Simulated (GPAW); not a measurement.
# TePb (Fm-3m) in GPAW: notebook

Aim: see how the results for TePb move with the level of theory and the settings. Levels: PBE+D4, PBEsol+D3(BJ). Tasks: relaxation of cell and atoms.

All numbers are computed with GPAW 26.7.0; they aren't measurements. Logs are shortened: lines on timing, memory, paths and dates and some standing lists are left out, and cuts for length are marked. The log counts tension as positive stress, the text compression.

**1. The structure**

Symmetry: Fm-3m, No. 225, cubic system. Conventional cell: a = 6.462 Å, b = 6.462 Å, c = 6.462 Å, α = 90.00°, β = 90.00°, γ = 90.00°. Pb (site symmetry m-3m) has 6 Te at 3.23 Å as nearest neighbours. Around Te (site symmetry m-3m) lie 6 Pb at 3.23 Å.

**2. Relaxation of cell and atoms, PBE+D4**

File run.py:

```python
from ase.calculators.mixing import SumCalculator
from ase.filters import FrechetCellFilter
from ase.io import read, write
from ase.optimize import FIRE
from dftd4.ase import DFTD4
from gpaw import GPAW, PW

atoms = read('POSCAR')

calc = GPAW(mode=PW(600),
            xc='PBE',
            kpts={'size': (7, 7, 7), 'gamma': True},
            occupations={'name': 'fermi-dirac', 'width': 0.05},
            nbands=19,
            convergence={'density': 1e-05, 'forces': 0.0001},
            maxiter=150,
            txt='gpaw.txt')
atoms.calc = SumCalculator([calc, DFTD4(method='pbe')])
opt = FIRE(FrechetCellFilter(atoms), trajectory='relax.traj', logfile='-')
done = opt.run(fmax=0.05, steps=40)
calc.write('gs.gpw')
write('result.traj', atoms)
print('Converged:', done)
print('Cell:', atoms.cell.cellpar().round(4))
print('Volume:', round(atoms.get_volume(), 4))
print(atoms.get_scaled_positions().round(5))
```

File POSCAR:

```
TePb
1.0
    0.0000000000      3.2310000000      3.2310000000
    3.2310000000      0.0000000000      3.2310000000
    3.2310000000      3.2310000000      0.0000000000
Pb Te
1 1
Direct
    0.0000000000      0.0000000000      0.0000000000
    0.5000000000      0.5000000000      0.5000000000
```

Potentials or basis: GPAW PAW data sets (gpaw-data 1.2.1), pw.

Launch:

```console
$ OMP_NUM_THREADS=1 python run.py
```

gpaw.txt:

```text
__  _  _
 | _ |_)|_||  |
 |__||  | ||/\| - 26.7.0

Input parameters:
  mode=PW(ecut=600.0),
  convergence={'density': 1e-05, 'forces': 0.0001},
  kpts=MonkhorstPack(size=(7, 7, 7), gamma=True),
  maxiter=150,
  nbands=19,
  occupations=Occupations(name='fermi-dirac', width=0.05),
  xc=XC(name='PBE')

Diagonalizing LCAO Hamiltonian
Converting LCAO to pw mode

                 Te

       Pb

Atoms  # Å, Bohr magnetons
|   | symbol |        x |        y |        z |    initial magnetic moments |
|---|--------|----------|----------|----------|-----------------------------|
| 0 |     Pb | 0.000000 | 0.000000 | 0.000000 | ( 0.0000,  0.0000,  0.0000) |
| 1 |     Te | 3.231000 | 3.231000 | 3.231000 | ( 0.0000,  0.0000,  0.0000) |

Unit cell  # Å
| periodic |        x |        y |        z |  lengths |    angles |
|----------|----------|----------|----------|----------|-----------|
|      yes | 0.000000 | 3.231000 | 3.231000 | 4.569324 | 60.000000 |
|      yes | 3.231000 | 0.000000 | 3.231000 | 4.569324 | 60.000000 |
|      yes | 3.231000 | 3.231000 | 0.000000 | 4.569324 | 60.000000 |

Number of symmetries: 48
Symmetry operations  # r_c * U_cc + t_c -> r_c
|    | kind |            matrix            |
|----|------|------------------------------|
|  0 |  σ   |  1, 0, 0,  1, 0,-1,  1,-1, 0 |
|  1 |  C2  |  1, 0, 0,  1,-1, 0,  1, 0,-1 |
|  2 |  E   |  1, 0, 0,  0, 1, 0,  0, 0, 1 |
|  3 |  σ   |  1, 0, 0,  0, 0, 1,  0, 1, 0 |
|  4 |  C4  |  1, 0,-1,  1, 0, 0,  1,-1, 0 |
|  5 |  S6  |  1, 0,-1,  1,-1, 0,  1, 0, 0 |
|  6 |  σ   |  1, 0,-1,  0, 1,-1,  0, 0,-1 |
|  7 |  C3  |  1, 0,-1,  0, 0,-1,  0, 1,-1 |
|  8 |  S6  |  1,-1, 0,  1, 0, 0,  1, 0,-1 |
|  9 |  C4  |  1,-1, 0,  1, 0,-1,  1, 0, 0 |
| 10 |  C3  |  1,-1, 0,  0,-1, 1,  0,-1, 0 |
| 11 |  σ   |  1,-1, 0,  0,-1, 0,  0,-1, 1 |
| 12 |  σ   |  0, 1, 0,  1, 0, 0,  0, 0, 1 |
| 13 |  C4  |  0, 1, 0,  0, 1,-1, -1, 1, 0 |
| 14 |  C3  |  0, 1, 0,  0, 0, 1,  1, 0, 0 |
| 15 |  S6  |  0, 1, 0, -1, 1, 0,  0, 1,-1 |
| 16 |  C2  |  0, 1,-1,  1, 0,-1,  0, 0,-1 |
| 17 |  σ   |  0, 1,-1,  0, 1, 0, -1, 1, 0 |
| 18 |  S4  |  0, 1,-1,  0, 0,-1,  1, 0,-1 |
| 19 |  C4  |  0, 1,-1, -1, 1, 0,  0, 1, 0 |
| 20 |  C3  |  0, 0, 1,  1, 0, 0,  0, 1, 0 |
| 21 |  σ   |  0, 0, 1,  0, 1, 0,  1, 0, 0 |
| 22 |  S6  |  0, 0, 1,  0,-1, 1, -1, 0, 1 |
| 23 |  C4  |  0, 0, 1, -1, 0, 1,  0,-1, 1 |
| 24 |  S4  |  0, 0,-1,  1, 0,-1,  0, 1,-1 |
| 25 |  C3  |  0, 0,-1,  0, 1,-1,  1, 0,-1 |
| 26 |  C2  |  0, 0,-1,  0,-1, 0, -1, 0, 0 |
| 27 |  S6  |  0, 0,-1, -1, 0, 0,  0,-1, 0 |
| 28 |  S4  |  0,-1, 1,  1,-1, 0,  0,-1, 0 |
| 29 |  C4  |  0,-1, 1,  0, 0, 1, -1, 0, 1 |
| 30 |  C2  |  0,-1, 1,  0,-1, 0,  1,-1, 0 |
| 31 |  σ   |  0,-1, 1, -1, 0, 1,  0, 0, 1 |
| 32 |  C3  |  0,-1, 0,  1,-1, 0,  0,-1, 1 |
| 33 |  S6  |  0,-1, 0,  0, 0,-1, -1, 0, 0 |
| 34 |  S4  |  0,-1, 0,  0,-1, 1,  1,-1, 0 |
| 35 |  C2  |  0,-1, 0, -1, 0, 0,  0, 0,-1 |
| 36 |  C2  | -1, 1, 0,  0, 1, 0,  0, 1,-1 |
| 37 |  S6  | -1, 1, 0,  0, 1,-1,  0, 1, 0 |
| 38 |  S4  | -1, 1, 0, -1, 0, 1, -1, 0, 0 |
| 39 |  C3  | -1, 1, 0, -1, 0, 0, -1, 0, 1 |
| 40 |  S6  | -1, 0, 1,  0, 0, 1,  0,-1, 1 |
| 41 |  C2  | -1, 0, 1,  0,-1, 1,  0, 0, 1 |
| 42 |  C3  | -1, 0, 1, -1, 1, 0, -1, 0, 0 |
| 43 |  S4  | -1, 0, 1, -1, 0, 0, -1, 1, 0 |
| 44 |  C2  | -1, 0, 0,  0, 0,-1,  0,-1, 0 |
| 45 |  i   | -1, 0, 0,  0,-1, 0,  0, 0,-1 |
| 46 |  σ   | -1, 0, 0, -1, 1, 0, -1, 0, 1 |
[... 73 lines left out ...]

  Te:
    name:    Tellurium
    Z:       52.0
    valence: 6
    core:    46
    charge:  0.0  # [|e|]
    compensation charges:
      type: gauss
      rc: 0.36  # [Å]
      lmax: 2
    cutoffs:
      filter: 2.09  # [Å]
      core: 3.17  # [Å]
    projectors
    | kind |    occ | energy [eV] | rcut [Å] |
    |------|--------|-------------|----------|
    |   5s |  2.000 |     -15.089 |    1.180 |
    |   5p |  4.000 |      -5.955 |    1.196 |
    |    s |        |      12.123 |    1.180 |
    |    p |        |      21.256 |    1.196 |
    |    d |        |       0.000 |    1.238 |

    Using partial waves for Te as LCAO basis

Reference energy: -752065.146798  # eV

eigensolver:
  PPCG
  Converge bands: occupied
  niter=2

density mixing:
  MSR1-Mixer
  Pratt-step length: 0.05
  Maximum mixing coefficient: 0.75
  Old densities: 10
  SVD Regularization: 0.005
  Good broyden scale: 1.0
  Trust region scale: 1.0
  Backstep threshold: 4.0
  History deletion threshold: 6.0
  Fourier metric: weight=20.0, sigma=0.015

occupation numbers:
  Fermi-Dirac:
    width: 0.0500  # eV

poisson solver:
  ecut: 4800.0  # eV

xc functional:
  name: PBE with 2 nearest neighbor stencil

convergence criteria:
- Maximum integral of absolute [dens]ity change: 1e-05 electrons / valence electron
- Maximum change in the atomic [forces] across last 2 cycles: 0.0001 eV/Ang OR
Maximum error relative to the maximum force is below inf
- Maximum [total energy] change in last 3 cyles: 0.0005 eV / valence electron
- Maximum integral of absolute [eigenst]ate change: 4e-08 eV^2 / valence electron
maximum number of iterations: 150

SCF iterations
|iter     | |      energy | eigst |  dens |force |
|---------|-|-------------|-------|-------|------|
|iter:   1| |   -7.906722 | -0.15 |       |      |
|iter:   2| |   -7.885177 | -1.98 | -1.35 |      |
|iter:   3| |   -7.799379 | -2.12 | -1.40 |      |
|iter:   4| |   -7.801134 | -3.78 | -1.99 |      |
|iter:   5| |   -7.801586c| -4.32 | -2.42 |      |
|iter:   6| |   -7.801597c| -5.83 | -3.31 |      |
|iter:   7| |   -7.801598c| -6.77 | -3.87 |      |
|iter:   8| |   -7.801598c| -7.78c| -4.62 |      |
|iter:   9| |   -7.801598c| -7.99c| -5.53c|      |
|iter:  10| |   -7.801598c| -8.91c| -6.19c|-22.50c|

Converged in 10 steps
Energy contributions relative to reference atoms: (reference = -752065.146798)

Energy contributions:
  Kinetic:          19.814710
  Coulomb:         -20.111258
  Zero:              0.141522
  External:          0.000000
  Xc:               -7.646571
  Entropy:          -0.000003
  Spinorbit:         0.000000
  ----------------------------
  Free energy:      -7.801599
  Extrapolated:     -7.801598

dipole moment: (-27.309903, -27.309903, -27.309903)  # |e|*Ang

Fermi level: 6.080
Eigenvalues  # (at kpt = [0.000, 0.000, 0.000])
| band index |      eig [eV] | occ [0-2] |
|------------|---------------|-----------|
|          0 |       -11.048 |     2.000 |
|        ... |               |           |
|          2 |       -11.035 |     2.000 |
|          3 |       -11.035 |     2.000 |
|          4 |       -11.035 |     2.000 |
|          5 |        -6.329 |     2.000 |
|          6 |         0.142 |     2.000 |
|          7 |         4.302 |     2.000 |
[... 9 lines left out ...]
|         17 |        13.308 |     0.000 |
|         18 |        13.717 |     0.000 |

Gap: 0.980 eV
Transition (v -> c):
  (s=0, k=19, n=9, [0.43, 0.43, 0.43]) -> (s=0, k=19, n=10, [0.43, 0.43, 0.43])
No difference between direct/indirect transitions

Stress tensor  # eV/Ang^3
|         x |         y |         z |
|-----------|-----------|-----------|
| -0.011412 |  0.000000 |  0.000000 |
|  0.000000 | -0.011412 | -0.000000 |
|  0.000000 | -0.000000 | -0.011412 |

Forces  # eV/Ang
|       x |        y |        z |
|---------|----------|----------|
| 0.00000 | -0.00000 | -0.00000 |  # Pb   0
| 0.00000 | -0.00000 | -0.00000 |  # Te   1

# Writing to gs.gpw (mode='')
```

stdout:

```text
Step          Energy          fmax
FIRE:    0       -8.677319        0.026207
Converged: True
Cell: [ 4.5693  4.5693  4.5693 60.     60.     60.    ]
Volume: 67.4592
[[0.  0.  0. ]
 [0.5 0.5 0.5]]
```

It took 17 s on 1 thread of Arm Neoverse V2, shared host; peak memory 0.17 GiB.

What came out:

| Item | Value |
| --- | --- |
| Free energy | -8.6773 eV |
| Pressure after relaxing | -0.1 GPa |
| Dispersion energy per atom | -0.438 eV |

Final structure:
```cif
data_structure
_symmetry_space_group_name_H-M 'P 1'
_symmetry_Int_Tables_number 1
_cell_length_a 4.5693
_cell_length_b 4.5693
_cell_length_c 4.5693
_cell_angle_alpha 60.000
_cell_angle_beta 60.000
_cell_angle_gamma 60.000
_cell_volume 67.46
loop_
_atom_site_label
_atom_site_type_symbol
_atom_site_fract_x
_atom_site_fract_y
_atom_site_fract_z
_atom_site_occupancy
Pb1 Pb 0.00000 0.00000 0.00000 1
Te1 Te 0.50000 0.50000 0.50000 1
```

Caveat: the relaxation stopped at its first step, so nothing moved; this odd mesh misses L, where the gap lies, so gap, dielectric constants and Born charges aren't listed; later steps reuse the first step's grids. Spin-orbit coupling is left out, which matters for the levels of Pb, Te.

(Continued in part 2 of 2.)
